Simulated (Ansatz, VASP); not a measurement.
Pt: VASP beside Ansatz

```
Pt
1.0
     0.00000    1.98556   -1.98556
    -1.98556    0.00000    1.98556
     3.97112    3.97112    3.97112
Pt
3
Direct
  0.00000 0.00000 0.00000
  0.33333 0.66667 0.33333
  0.66667 0.33333 0.66667
```

Alike in both runs: task single point; functional PBE; k mesh 13 × 13 × 5; occupations fermi-dirac, width 0.08 eV; no spin polarisation.

|  | VASP | Ansatz |
| --- | --- | --- |
| version | VASP 6.6.1 | Ansatz 0.2.0 |
| potentials or method | VASP PAW PBE potentials, release 64 (Pt), cutoff 520 eV | all-electron LAPW, scalar-relativistic |

VASP gave:

- pressure (GPa): -0.5

Estimate Ansatz's values.

pressure (GPa): 0.0.

Ansatz ran all-electron here, so the differences hold the error of VASP's frozen core and of both bases.

Caveats: the real-space grid breaks the cell's symmetry a little (VASP). The runs have no spin-orbit coupling, so splittings on Pt are missing.
